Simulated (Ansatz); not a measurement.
## ZnS: Quadrupolar parameters

The cell is a computed structure from the Materials Project (it need not be an observed phase).

```yaml
crystal:
  lattice:
    - [3.80847, 0.00000, 0.00000]
    - [-1.90423, 3.29823, 0.00000]
    - [0.00000, 0.00000, 31.13635]
  atoms:
    - { symbol: Zn, position: [0.00000, 0.00000, 0.59998] }
    - { symbol: Zn, position: [0.66667, 0.33333, 0.20008] }
    - { symbol: Zn, position: [0.66667, 0.33333, 0.80001] }
    - { symbol: Zn, position: [0.33333, 0.66667, 0.69993] }
    - { symbol: Zn, position: [0.00000, 0.00000, 0.30002] }
    - { symbol: Zn, position: [0.00000, 0.00000, 0.00001] }
    - { symbol: Zn, position: [0.33333, 0.66667, 0.90005] }
    - { symbol: Zn, position: [0.66667, 0.33333, 0.50004] }
    - { symbol: Zn, position: [0.33333, 0.66667, 0.10009] }
    - { symbol: Zn, position: [0.33333, 0.66667, 0.40001] }
    - { symbol: S, position: [0.00000, 0.00000, 0.07507] }
    - { symbol: S, position: [0.00000, 0.00000, 0.67493] }
    - { symbol: S, position: [0.33333, 0.66667, 0.97491] }
    - { symbol: S, position: [0.33333, 0.66667, 0.47498] }
    - { symbol: S, position: [0.66667, 0.33333, 0.57497] }
    - { symbol: S, position: [0.33333, 0.66667, 0.77486] }
    - { symbol: S, position: [0.66667, 0.33333, 0.27501] }
    - { symbol: S, position: [0.33333, 0.66667, 0.17503] }
    - { symbol: S, position: [0.00000, 0.00000, 0.37498] }
    - { symbol: S, position: [0.66667, 0.33333, 0.87504] }
```

Sites (sets of like atoms) are named by element and the number of their first atom in this list.

Method: Kohn–Sham DFT in Ansatz, r2SCAN, plane waves and PAW (field gradients read without the response of the frozen cores, which leaves them typically 4 to 6 % off), scalar-relativistic, 500 eV cutoff, Γ-centred 8×8×1 k-points, Fermi–Dirac smearing 0.02 eV.

Conventions: |V_zz| ≥ |V_yy| ≥ |V_xx|, η = (V_xx − V_yy)/V_zz, C_Q = eQV_zz/h. Directions are in the Cartesian axes of the cell vectors above, for the atom listed; none is given where the gradient is under 0.02 or η is above 0.95.

(1) Which values are expected at the nuclei?

## Answers

(1) 

| site | first atom | first shell | V_zz (10²¹ V/m²) | η | direction of V_zz (x, y, z) |
| --- | --- | --- | --- | --- | --- |
| Zn1 | 1 | 4 S at 2.33 Å | 0.019 | 0.00 | – |
| Zn2 | 2 | 4 S at 2.33 Å | 0.006 | 0.00 | – |
| Zn3 | 3 | 4 S at 2.33–2.34 Å | -0.082 | 0.00 | 0.00 0.00 1.00 |
| Zn4 | 4 | 4 S at 2.33 Å | 0.030 | 0.00 | 0.00 0.00 1.00 |
| Zn5 | 5 | 4 S at 2.33 Å | 0.026 | 0.00 | 0.00 0.00 1.00 |
| Zn6 | 6 | 4 S at 2.33–2.34 Å | -0.056 | 0.00 | 0.00 0.00 1.00 |
| Zn7 | 7 | 4 S at 2.33 Å | 0.042 | 0.00 | 0.00 0.00 1.00 |
| Zn8 | 8 | 4 S at 2.33 Å | <0.005 | – | – |
| Zn9 | 9 | 4 S at 2.33 Å | 0.065 | 0.00 | 0.00 0.00 1.00 |
| S11 | 11 | 4 Zn at 2.33–2.34 Å | 0.21 | 0.00 | 0.00 0.00 1.00 |
| S12 | 12 | 4 Zn at 2.33 Å | 0.026 | 0.00 | 0.00 0.00 1.00 |
| S13 | 13 | 4 Zn at 2.33 Å | 0.077 | 0.00 | 0.00 0.00 1.00 |
| S14 | 14 | 4 Zn at 2.33 Å | 0.046 | 0.00 | 0.00 0.00 1.00 |
| S16 | 16 | 4 Zn at 2.33 Å | 0.091 | 0.00 | 0.00 0.00 1.00 |
| S17 | 17 | 4 Zn at 2.33 Å | 0.028 | 0.00 | 0.00 0.00 1.00 |
| S19 | 19 | 4 Zn at 2.33 Å | 0.034 | 0.00 | 0.00 0.00 1.00 |
| S20 | 20 | 4 Zn at 2.33–2.34 Å | 0.20 | 0.00 | 0.00 0.00 1.00 |

An axis of threefold or higher order runs through Zn1, Zn2, Zn3, Zn4, Zn5 and Zn6 and others, so V_zz lies along it and η is zero.
